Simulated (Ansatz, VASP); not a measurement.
# Cross-check of InSb between VASP and Ansatz, part 2 of 2

Wanted: the spread between two codes on one cell, functional and k mesh. The cell is taken from a series of VASP runs on this material, whose earlier steps may have relaxed, scaled or displaced it; both programs get it as it stands.

VASP 6.6.1 and Ansatz 0.2.0.

So far. Step 2 (VASP: band structure, r2SCAN with rVV10): The run ends at a pressure of 0.09 GPa.

## (4) Comparison

Known differences besides the potentials themselves: VASP keeps PBE cores, Ansatz makes them for the functional; the data sets hold 28 valence electrons in Ansatz (default PAW (the set named soft_2) files) and 18 in VASP; the cutoff is 500 eV in Ansatz and 400 eV in VASP. Total energies have different zeros and are not compared.

Both answers:

```csv
quantity,Ansatz,VASP,difference
pressure (GPa),-0.05,0.09,-0.14
gap over the path points (eV),0.101,0.101,0.000
```

Levels at points of the path, from each program's valence-band top (eV; 4 filled, then empty):

```csv
k (reciprocal lattice),Ansatz,VASP
0.000 0.000 0.000,-10.99 0.00 0.00 0.00 0.10 3.21 3.21,-10.99 0.00 0.00 0.00 0.10 3.20 3.20
0.167 0.000 0.167,-10.65 -2.47 -0.86 -0.86 2.04 2.65 4.52,-10.65 -2.48 -0.87 -0.87 2.03 2.64 4.50
0.333 0.000 0.333,-9.73 -4.75 -1.90 -1.90 1.49 2.36 6.83,-9.73 -4.76 -1.91 -1.91 1.48 2.35 6.81
0.500 0.000 0.500,-8.97 -5.97 -2.29 -2.29 1.52 1.54 8.63,-8.96 -5.99 -2.30 -2.30 1.51 1.53 8.60
0.500 0.083 0.583,-8.96 -5.95 -2.46 -2.42 1.93 1.94 7.71,-8.96 -5.96 -2.47 -2.43 1.92 1.93 7.69
0.500 0.183 0.683,-8.94 -5.88 -2.81 -2.69 3.13 3.22 5.71,-8.93 -5.90 -2.82 -2.70 3.13 3.21 5.69
0.500 0.250 0.750,-8.93 -5.86 -2.90 -2.75 3.75 4.19 4.59,-8.93 -5.88 -2.91 -2.77 3.75 4.18 4.58
0.450 0.300 0.750,-8.96 -5.84 -3.04 -2.44 2.88 4.01 5.39,-8.96 -5.86 -3.05 -2.45 2.87 4.00 5.38
0.408 0.342 0.750,-9.00 -5.83 -3.13 -2.07 2.07 3.96 6.26,-8.99 -5.85 -3.14 -2.08 2.06 3.96 6.25
0.350 0.350 0.700,-9.07 -5.75 -3.23 -1.79 1.94 4.60 6.37,-9.07 -5.77 -3.24 -1.80 1.93 4.59 6.34
```

Among the levels compared at these points, filled levels agree within 19 meV and empty ones within 27 meV.

## (5) VASP: single point, r2SCAN with rVV10

With cell and atoms fixed, the geometry can't cause a difference; cores, projectors, grids and the points listed under the comparison can.

INCAR

```
SYSTEM = InSb
PREC = Accurate
ENCUT = 400
EDIFF = 1E-06
NELM = 100
ISMEAR = -5
SIGMA = 0.05
LREAL = .FALSE.
ALGO = Normal
METAGGA = R2SCAN
LUSE_VDW = .TRUE.
IVDW_NL = 2
BPARAM = 11.95
CPARAM = 0.0093
LASPH = .TRUE.
NBANDS = 21
LORBIT = 11
LWAVE = .FALSE.
LCHARG = .FALSE.
KPAR = 2
NEDOS = 2001
```

POSCAR

```
InSb
1.0
    0.0000000000      3.2616514896      3.2616514896
    3.2616514896      0.0000000000      3.2616514896
    3.2616514896      3.2616514896      0.0000000000
In Sb
1 1
Direct
    0.0000000000      0.0000000000      0.0000000000
    0.2500000000      0.2500000000      0.2500000000
```

KPOINTS

```
Automatic mesh
0
Gamma
9 9 9
0 0 0
```

PAW data sets: In_d and Sb (PBE family, release 64).

Launch:

```sh
$ mpirun -np 2 vasp_std
```

Numbers of over 12 decimals in the logs are rounded to 6 here.

The log of the run:

```text
[banner, memory and clock lines left out]
running    2 mpi-ranks, on    1 nodes
[...]
[... a notice as in an earlier step ...]

 [... a notice as in an earlier step ...]

 LDA part: xc-table for (None), standard interpolation
 POSCAR, INCAR and KPOINTS ok, starting setup
[...]
entering main loop
       N       E                     dE             d eps       ncg     rms          rms(c)
Total rVV10 correction in eV:      0.5756418    23.4983124
Total rVV10 correction in eV:      0.5756418    23.4983124
DAV:   1     0.777380677192E+02    0.77738E+02   -0.65801E+03  1485   0.713E+02
DAV:   2    -0.408855955643E+02   -0.11862E+03   -0.11248E+03  1573   0.231E+02
DAV:   3    -0.509314932497E+02   -0.10046E+02   -0.99717E+01  1809   0.676E+01
DAV:   4    -0.512509543333E+02   -0.31946E+00   -0.31927E+00  1805   0.127E+01
DAV:   5    -0.512707527388E+02   -0.19798E-01   -0.19797E-01  2228   0.274E+00    0.535E+00
Total rVV10 correction in eV:      0.5787071    23.4983133
Total rVV10 correction in eV:      0.5787071    23.4983133
[...]
Total rVV10 correction in eV:      0.5934346    23.4983133
Total rVV10 correction in eV:      0.5934346    23.4983133
DAV:  10    -0.481682645815E+02    0.55745E-04   -0.47345E-04  1695   0.167E-01    0.375E-02
Total rVV10 correction in eV:      0.5935658    23.4983133
Total rVV10 correction in eV:      0.5935658    23.4983133
DAV:  11    -0.481682600178E+02    0.45637E-05   -0.84555E-05  2018   0.958E-02    0.619E-02
Total rVV10 correction in eV:      0.5936311    23.4983133
Total rVV10 correction in eV:      0.5936311    23.4983133
DAV:  12    -0.481682617594E+02   -0.17416E-05   -0.40097E-06  1993   0.109E-02    0.498E-02
Total rVV10 correction in eV:      0.5936420    23.4983133
Total rVV10 correction in eV:      0.5936420    23.4983133
DAV:  13    -0.481682566717E+02    0.50877E-05   -0.53518E-06  1982   0.312E-02    0.143E-02
Total rVV10 correction in eV:      0.5936280    23.4983133
Total rVV10 correction in eV:      0.5936280    23.4983133
DAV:  14    -0.481682567743E+02   -0.10254E-06   -0.20528E-07  1010   0.467E-03
Total rVV10 correction in eV:      0.5936283    23.4983133
Total rVV10 correction in eV:      0.5936283    23.4983133
Total rVV10 correction in eV:      0.5936276    23.4983133
Total rVV10 correction in eV:      0.5936276    23.4983133
   1 F= -.48168257E+02 E0= -.48168257E+02  d E =0.000000E+00
```

Parts of OUTCAR (step 5):

```text
  Total        0.0353316      0.0353316      0.0353316      0.0000000      0.0000000      0.0000000
  in kB        0.8157008      0.8157008      0.8157008      0.0000000      0.0000000      0.0000000
  external PRESSURE =       0.8157008 kB  Pullay stress =       0.0000000 kB

  FREE ENERGIE OF THE ION-ELECTRON SYSTEM (eV)
  ---------------------------------------------------
  free  energy   TOTEN  =       -48.1682567743 eV

  energy  without entropy=      -48.1682567743  energy(sigma->0) =      -48.16825677

[... 2 parts as in an earlier step ...]

[... 2 further parts left out ...]
[key lines of the parts left out:]
E-fermi :   4.6966
```

The run ends at a pressure of 0.08 GPa.

## (6) Ansatz: single point, r2SCAN with rVV10

The same cell, functional, mesh and smearing now go to Ansatz, which takes its cutoff from its data sets.

The cell is taken from a series of VASP runs on this material, whose earlier steps may have relaxed, scaled or displaced it; both programs get it as it stands.

input.yaml

```yaml
crystal:
  lattice:
    - [0.0, 3.2616514896, 3.2616514896]
    - [3.2616514896, 0.0, 3.2616514896]
    - [3.2616514896, 3.2616514896, 0.0]
  atoms:
    - { symbol: In, position: [0.0, 0.0, 0.0] }
    - { symbol: Sb, position: [0.25, 0.25, 0.25] }
hamiltonian:
  xc: r2scan
  pseudopotentials: { kind: paw }
  dispersion: rvv10
kpoints:
  mp_grid: { grid: [9, 9, 9] }
scf:
  occupations: { method: tetrahedron }
output:
  forces: true
  stress: true
  write_density: true
  write_potential: true
  elf: true
  volumetric_format: npy
```

Launch:

```sh
$ ansatz run input.yaml --threads 2 --pin off --max-ram 4608MiB --backend cpu --events-out ev --progress --plain --runs-dir out
```

The log of the run:

```text
Warning: output.forces, output.stress, relax.cell or npt_langevin: where a Kohn–Sham band that disperses or a degenerate level is filled in part under the method tetrahedron, the forces or the stress that this run publishes need not agree with its energy (scf.occupations.method in the input reference, under Limitations); prefer a smearing scheme for the forces or the stress
[...]
--- Band table (eV; the first three rows and the last of 35) ---
  k-point 0: bands = [... 10 lower, -4.0755, 6.9147, 6.9147, 6.9147, 7.0172, 10.1311, 10.1311, 10.1311]
  k-point 1: bands = [... 10 lower, -3.9600, 5.3376, 6.7465, 6.7465, 8.0189, 10.3690, 10.3690, 10.4128]
  k-point 2: bands = [... 10 lower, -3.6307, 3.6843, 6.4020, 6.4020, 8.0760, 10.8011, 10.8011, 11.5767]
  k-point 34: bands = [... 10 lower, -2.0831, 1.1249, 3.9232, 4.4123, 10.4239, 10.8229, 11.4992, 12.8721]
[key lines of the parts left out:]
SCF converged after 6 iterations
Free energy (F): -12107.519949 eV
Fermi energy:    6.914658 eV
P = ⅓ Tr σ = -0.0545 GPa (-0.545 kbar)
```

Wall time 8.4 s (2 threads of Arm Neoverse V1, shared host); peak memory 0.66 GiB; 16 s of CPU time.

The run ends at a pressure of -0.05 GPa.

## (7) Differences

The two programs side by side:

```csv
quantity,Ansatz,VASP,difference
pressure (GPa),-0.05,0.08,-0.14
gap on the k mesh (eV),0.103,0.102,0.000
```

A gap on the mesh is an upper bound, since the band edges may lie between its points.

## (8) Results

| Property | Result |
| --- | --- |
| difference in gap over the path points (band structure, r2SCAN with rVV10) | 2.0e-4 eV |
| difference in gap on the k mesh (single point, r2SCAN with rVV10) | 4.8e-4 eV |

**Reading.** The difference in gap on the k mesh is 4.8e-4 eV (single point, r2SCAN with rVV10), within the 0.08 eV picked in this series as the mark of a large difference. Such differences can come from data sets, numerical settings and the points named under the comparisons, not from the functional's error against experiment.

[Lines on the potential files, build, host, timing and source positions are cut from VASP's logs without a mark.]

[Logs are printed without paths, hosts, clocks, repeated set-up lines and the standing remarks that a program may print on its own settings, such as how far it seeks lower states.]

[Hosts, paths, dates, database ids (printed as entryN), source tags and the programs' standing remarks are cut or masked in the printed files.]
